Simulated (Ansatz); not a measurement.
## Gd (fcc)

Computed with Ansatz (plane waves, PAW, 500 eV cutoff): r²SCAN, scalar-relativistic, collinear spin, 14×14×14 k-mesh, Gaussian smearing of 0.05 eV; PAW files: Ansatz's generated set soft_2.

```
CELL_PARAMETERS angstrom
0.00000 2.58483 2.58483
2.58483 0.00000 2.58483
2.58483 2.58483 0.00000
ATOMIC_POSITIONS crystal
Gd 0.00000 0.00000 0.00000
```

At room temperature and ambient pressure Gd is hcp.

Magnetic state: ferromagnetic, site spin moments Gd 7.68 μB.

Path: Γ–X–U | K–Γ–L–W–X, with Γ = (0.000, 0.000, 0.000), X = (0.500, 0.000, 0.500), U = (0.625, 0.250, 0.625), K = (0.375, 0.375, 0.750), L = (0.500, 0.500, 0.500), W = (0.500, 0.250, 0.750) in reciprocal vectors of the calculation's cell.

**Question.** Is it a metal or an insulator, and if it has a gap, where are the band edges on this path?

**Answer.** A metal: bands cross the Fermi level.

Levels between -4 and 4 eV from the Fermi level at the path's named points:
| point | spin | below E_F (eV) | above E_F (eV) |
| --- | --- | --- | --- |
| Γ | up |  | 1.16 1.16 1.16 3.60 3.60 |
| Γ | down | -3.82 | 1.38 1.47 1.47 1.47 1.76 1.76 1.76 2.99 2.99 2.99 |
| X | up | -2.16 -1.87 | 1.65 |
| X | down | -1.56 | 0.37 1.52 1.52 1.55 1.55 1.66 1.66 1.71 |
| U and K | up | -1.54 -1.14 | 0.41 3.45 |
| U and K | down | -0.73 | 0.84 1.45 1.51 1.54 1.54 1.68 1.71 1.71 2.90 |
| L | up | -2.93 | 0.42 1.14 1.14 |
| L | down | -0.77 | 1.09 1.51 1.51 1.52 1.70 1.70 1.77 2.26 2.52 2.52 |
| W | up | -1.04 -0.53 -0.53 | 2.37 |
| W | down | -0.50 | 1.35 1.36 1.36 1.56 1.56 1.71 1.72 2.05 2.05 3.92 |

Without a U the 4f levels of Gd lie too near the Fermi level, so their share of the states there, and what hangs on it, is overstated. For elements this heavy, spin–orbit coupling would shift levels and gaps; it isn't included here. The run wasn't fully tested for a lower electronic state. Site moments are of spin, integrated over atomic spheres.
